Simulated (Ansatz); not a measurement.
CdSe (Cadmoselite):

```xyz
4
Lattice="4.3000 0.0000 0.0000 -2.1500 3.7239 0.0000 0.0000 0.0000 7.0200" Properties=species:S:1:pos:R:3 pbc="T T T"
Cd    2.1500    1.2413    3.5100
Cd    0.0000    2.4826    0.0000
Se    2.1500    1.2413    6.2127
Se    0.0000    2.4826    2.7027
```

Base run:

```yaml
Program: Ansatz 0.2.0
Functional: r2SCAN
Potentials_or_basis: Ansatz PAW
Cutoff: "500 eV (not typed: the program's choice for these potentials)"
k_mesh: 7 × 7 × 4
Occupations: fermi-dirac, width 0.05 eV
Spin: no spin polarisation
```

Its results: band gap on the k mesh 1.20 eV, direct; pressure 1.6 GPa; largest force 0.278 eV/Å.

**Question.** The run is repeated on the same cell with these changes: functional from r2SCAN to PBE; cutoff from 500 eV (not typed: the program's choice for these potentials) to 800 eV. What comes out?

**Answer.** Band gap on the k mesh 0.70 eV, direct; pressure 3.0 GPa; largest force 0.282 eV/Å.

r2SCAN gives the wider gap, since meta-GGAs in the generalised Kohn-Sham scheme recover part of the derivative discontinuity.

Caveats: the PAW data sets come from PBE, with cores solved anew for the run's functional, which leaves a small shift of forces and pressure (some runs); odd divisions of the mesh miss points on the zone boundary, where band edges often lie, so the gap on the mesh can be too wide (some runs).
